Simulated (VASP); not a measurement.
Input of a VASP 6.6.1 run:

INCAR

```
AGGAC = 0.0
ALGO = Normal
EDIFF = 1E-6
EDIFFG = -0.01
ENCUT = 600
GGA = MK
IBRION = 2
ISIF = 3
ISMEAR = 0
KPAR = 2
LASPH = T
LCHARG = F
LREAL = F
LUSE_VDW = T
LWAVE = F
NELM = 80
NSW = 90
PARAM1 = 0.1234
PARAM2 = 0.711357
PREC = Accurate
SIGMA = 0.03
ZAB_VDW = -1.8867
```

KPOINTS

```
k-points
0
Gamma
  4 8 6
```

POSCAR

```
GeSe
1.0
   10.7900000000      0.0000000000      0.0000000000
    0.0000000000      3.8200000000      0.0000000000
    0.0000000000      0.0000000000      4.3800000000
Ge Se
4 4
Direct
    0.1210000000      0.7500000000      0.8940000000
    0.6210000000      0.7500000000      0.6060000000
    0.3790000000      0.2500000000      0.3940000000
    0.8790000000      0.2500000000      0.1060000000
    0.8520000000      0.7500000000      0.4970000000
    0.3520000000      0.7500000000      0.0030000000
    0.6480000000      0.2500000000      0.9970000000
    0.1480000000      0.2500000000      0.5030000000
```

Potentials or basis: VASP PAW PBE potentials, release 64 (Ge_d, Se).

Command:

```sh
$ cat potpaw_PBE.64/Ge_d/POTCAR potpaw_PBE.64/Se/POTCAR > POTCAR
$ mpirun -np 2 vasp_std > vasp.out
```

(1) Predict the relaxed cell.

(2) What does it give for the relaxed volume?

## Answers

(1) a = 11.001 Å, b = 3.886 Å, c = 4.394 Å, α = 90.00°, β = 90.00°, γ = 90.00°.

(2) 23.48 Å³/atom.

Caveat: the PAW data sets were made with another functional, which shifts forces and pressure a little.
